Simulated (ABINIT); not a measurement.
# CdS (Greenockite): changed settings of a GW run in ABINIT

What do changed inputs do to GW on CdS (Greenockite)?

Calculated with ABINIT 10.8.3; PBE and many-body steps on it, plane waves.

Most raw output is cut from this account.

The database entry behind the starting cell differs from later determinations by our own check (about 0.35 % long), so it need not match the best structure at ambient conditions.

## 1. Set-up

It takes space group P6_3mc (No. 186, hexagonal). The conventional cell has a = 4.150 Å, b = 4.150 Å, c = 6.737 Å, α = 90.00°, β = 90.00°, γ = 120.00°. Nearest to Cd lie 4 S at 2.53 to 2.54 Å. Nearest to S lie 4 Cd at 2.53 to 2.54 Å. Farther neighbours and most contacts between anions are not listed.

The cell and positions come from the Crystallography Open Database and are kept as given unless a step says otherwise.

## 2. Screening, 3×3×2 mesh, 165 bands, screening to 152.4 eV

This step: ABINIT 10.8.3; RPA screening on PBE, plane waves, norm-conserving pseudopotentials.

The RPA dielectric matrix is built and inverted for each q.

File run.abi:

```
acell 3*1.0 Angstrom
rprim 
  4.149999999997 0.000000000001 0.000000000000
  -2.074999999999 3.594005425702 0.000000000000
  0.000000000000 0.000000000000 6.737000000000
ntypat 2
znucl 48 16
natom 4
typat 1 1 2 2
xred 
  0.333333333333 0.666666666667 0.000000000000
  0.666666666667 0.333333333333 0.500000000000
  0.333333333333 0.666666666667 0.375000000000
  0.666666666667 0.333333333333 0.875000000000
pp_dirpath "pseudos"
pseudos "Cd.upf, S.upf"
ecut 47
ngkpt 3 3 2
nshiftk 1
shiftk 0 0 0
kptopt 1
chksymbreak 0
istwfk *1
occopt 1
irdwfk 1
optdriver 3
nband 165
ecuteps 5.6
inclvkb 2
awtr 1
symchi 1
indata_prefix "in"
outdata_prefix "out"
tmpdata_prefix "tmp"
```

Command:

```console
$ OMP_NUM_THREADS=1 mpirun -n 4 abinit run.abi > log
```

Run time: 2.2 min. Hardware: 4 MPI ranks of Intel Xeon 6975P-C (Granite Rapids), shared host; peak memory 1.8 GiB.

Numbers from this step:

* ε∞ with local fields, on this mesh, along the program's q direction: 13.47
* the same without local fields: 14.27
* plasma frequency: 26.71 eV
* plane waves in the screening matrix: 403

Local fields lower ε∞ by 6 %. On a Γ-centred mesh this coarse the value itself is usually too large, while a short band sum pulls it down.

## 3. Base

The self-energy is evaluated for the states that the input lists, and the levels follow from it, in one-shot runs by the linearised quasiparticle equation.

This step: G0W0 on PBE, plane waves, norm-conserving pseudopotentials.

run.abi: that of step 2 with these lines changed.

```diff
@@ -25,8 +25,15 @@
 irdwfk 1
-optdriver 3
+optdriver 4
 nband 165
+gwcalctyp 0
+ecutsigx 47
+symsigma 1
+nkptgw 1
+kptgw 
+  0.0000000000 0.0000000000 0.0000000000
+bdgw 
+  25 28
 ecuteps 5.6
-inclvkb 2
-awtr 1
-symchi 1
+irdscr 1
+ppmodel 1
 indata_prefix "in"
```

Wall time 13 s (4 MPI ranks); peak memory 1.5 GiB; 50 s of CPU time.

Numbers from this step:

| Quantity | Value |
| --- | --- |
| G0W0 gap on the points computed | 2.036 eV |
| starting gap on the mesh | 1.196 eV |
| k of the valence top | 0, 0, 0 |
| k of the conduction bottom | 0, 0, 0 |
| Z at the valence top | 0.779 |
| Z at the conduction bottom | 0.813 |
| least direct G0W0 gap on the computed points | 2.036 eV |

The gap on the mesh goes from 1.20 eV to 2.04 eV, a correction of +0.84 eV.

## 4. Coulomb singularity

run.abi: that of step 3 with these lines changed.

```diff
@@ -38,2 +38,3 @@
 ppmodel 1
+gw_icutcoul 7
 indata_prefix "in"
```

Run time: 11 s. Hardware: 4 MPI ranks; peak memory 1.4 GiB.

This step gave:

```yaml
g0w0_gap_on_the_points_computed: 2.041 eV
starting_gap_on_the_mesh: 1.196 eV
k_of_the_valence_top: 0, 0, 0
k_of_the_conduction_bottom: 0, 0, 0
z_at_the_valence_top: 0.775
z_at_the_conduction_bottom: 0.809
least_direct_g0w0_gap_on_the_computed_points: 2.041 eV
```

Against G0W0 in ABINIT (3×3×2 mesh, 165 bands, screening to 152.4 eV, Godby-Needs plasmon pole), the gap moves by +0.005 eV.

## 5. Side by side

Times are wall times on 4 MPI ranks of Intel Xeon 6975P-C (Granite Rapids), shared host, good to a factor of about two. A run's time includes the screening step that it read.

```csv
run,mesh,bands,screening cutoff (eV),DFT gap (eV),gap on the mesh (eV),direct (eV),ε∞ used,time
base,3×3×2,165,152.4,1.196,2.036,2.036,13.47,2.5 min
Coulomb singularity,3×3×2,165,152.4,1.196,2.041,2.041,13.47,2.4 min
```

## 6. Summary of results

| Quantity | Value |
| --- | --- |
| base | 2.036 eV |
| Coulomb singularity | 2.041 eV |
| known limits | not at the basis limit; no spin-orbit coupling; coarse k mesh |

Coulomb singularity: +0.005 eV against base (keys changed: gw_icutcoul). Bands and cutoff are finite, so the gap is not at the basis limit. The miss can reach some tenths of an eV and take either sign; the mesh is an error of its own. In the G0W0 runs levels were corrected at 1 k point alone, so a gap called «on the mesh» is the least over those, and an edge elsewhere would be missed. The 3×3×2 mesh is coarse for this cell, which bears on the long-range parts of exchange and screening. The many-body steps are scalar-relativistic: spin-orbit coupling is not in them.

[Paths, hosts, dates, memory and timing lines, banners, echoed tables and standing remarks are left out of the program output.]

[Logs are printed without paths, hosts, clocks, repeated set-up lines and the standing remarks that a program may print on its own settings, such as how far it seeks lower states.]

[Runs of the session that timed out or met a known fault of the program may be left out.]

[Hosts, paths, dates, database ids (printed as entryN), source tags and the programs' standing remarks are cut or masked in the printed files.]

[G0W0 gaps are taken among the corrected bands and points alone; a level outside them can change the order at an edge.]

[Where Ansatz stands beside ABINIT at settings called matched, ABINIT's density can come from a denser mesh and the files from another edition; pairs whose starting gaps differed by over 0.03 eV were left out, so agreement reads better than it is.]
